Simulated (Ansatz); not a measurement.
# Ga: response to strain

Ga is deformed so: equal xy, yz and zx engineering shear strains of -1 %. What stress and forces result, by LAPW, PAW and all-electron datasets made for the crystal?

Method: DFT PBE, scalar-relativistic, in Ansatz 0.2.0.

### 1 Starting point

It takes space group C2/c (No. 15, monoclinic). Conventional cell: a = 2.766 Å, b = 8.053 Å, c = 3.332 Å, α = 90.00°, β = 92.02°, γ = 90.00°. Ga (site symmetry 2) is surrounded by 8 Ga at 2.69 to 2.92 Å.

As a file:

```cif
data_structure
_symmetry_space_group_name_H-M 'C2/c'
_symmetry_Int_Tables_number 15
_cell_length_a 2.7660
_cell_length_b 8.0530
_cell_length_c 3.3320
_cell_angle_alpha 90.000
_cell_angle_beta 92.020
_cell_angle_gamma 90.000
_cell_volume 74.17
loop_
_atom_site_label
_atom_site_type_symbol
_atom_site_symmetry_multiplicity
_atom_site_Wyckoff_symbol
_atom_site_fract_x
_atom_site_fract_y
_atom_site_fract_z
_atom_site_occupancy
Ga1 Ga 4 e 0.50000 0.63100 0.25000 1
```

The file gives the conventional cell by its symmetry; the runs use the cell typed in the input.

Atoms are numbered in the order of the input: Ga1, Ga2.

### 2 The deformed structure

Space group C2/c before, P-1 after.

### 3 All-electron LAPW

input.yaml

```yaml
crystal:
  lattice:
    - [1.4031325, -4.033415, 0.0132175]
    - [1.3628675, 4.019585, -0.0270475]
    - [-0.13409965, -0.0160624, 3.33051725]
  atoms:
    - { symbol: Ga, position: [0.869, 0.131, 0.25] }
    - { symbol: Ga, position: [0.131, 0.869, 0.75] }
kpoints:
  mp_grid: { grid: [14, 14, 11] }
  band_path:
    path:
      - [0.0, 0.0, 0.0]
      - [0.5, -0.5, 0.0]
      - [0.0, 0.0, 0.5]
      - [0.0, 0.0, 0.0]
      - [-0.5, 0.0, 0.0]
      - [0.0, -0.5, 0.5]
      - [0.0, 0.0, 0.0]
      - [-0.5, 0.0, 0.5]
      - [0.0, -0.5, 0.0]
    npoints: 5
scf:
  occupations: { method: fermi_dirac, width: 0.03 }
hamiltonian:
  xc: pbe
  pseudopotentials: { kind: all_electron, lapw: { basis_error: 0.0005 } }
output:
  forces: true
  stress: true
  eigenvalues: true
```

Command:

```sh
ansatz run input.yaml --threads 1 --pin off --max-ram 3072MiB --backend cpu --events-out ev --progress --plain --runs-dir out
```

### 4 PAW on the default files

input.yaml

```yaml
crystal:
  lattice:
    - [1.4031325, -4.033415, 0.0132175]
    - [1.3628675, 4.019585, -0.0270475]
    - [-0.13409965, -0.0160624, 3.33051725]
  atoms:
    - { symbol: Ga, position: [0.869, 0.131, 0.25] }
    - { symbol: Ga, position: [0.131, 0.869, 0.75] }
kpoints:
  mp_grid: { grid: [14, 14, 11] }
scf:
  occupations: { method: fermi_dirac, width: 0.03 }
hamiltonian:
  xc: pbe
  pseudopotentials: { kind: paw }
output:
  forces: true
  stress: true
  eigenvalues: true
  efg: { contact_densities: true }
```

### 5 All-electron PAW on datasets made for the crystal

Edit input.yaml of step 4 so:

```diff
@@ -14,3 +14,3 @@
   xc: pbe
-  pseudopotentials: { kind: paw }
+  pseudopotentials: { kind: all_electron, datasets: crystal }
 output:
```

(Steps that only read results are left out.)

**Question.** What will these runs give? Wanted: pressure; largest shear or deviatoric stress.

**Answer**, as computed:

| quantity | value |
| --- | --- |
| pressure | LAPW 1.78, PAW 1.76, crystal datasets 1.78 GPa |
| largest shear or deviatoric stress (LAPW) | 0.54 GPa |

**Reading.** The largest part of the stress beyond the pressure is 0.54 GPa in size, in the yz component; the atoms are carried along and not relaxed. No run of the undeformed cell stands beside it, so the pressure holds what the given cell had before the change. PAW: stress within 0.02 GPa of LAPW, forces within 1 meV/Å. Crystal datasets: stress within 0.01 GPa of LAPW, forces within 1 meV/Å.
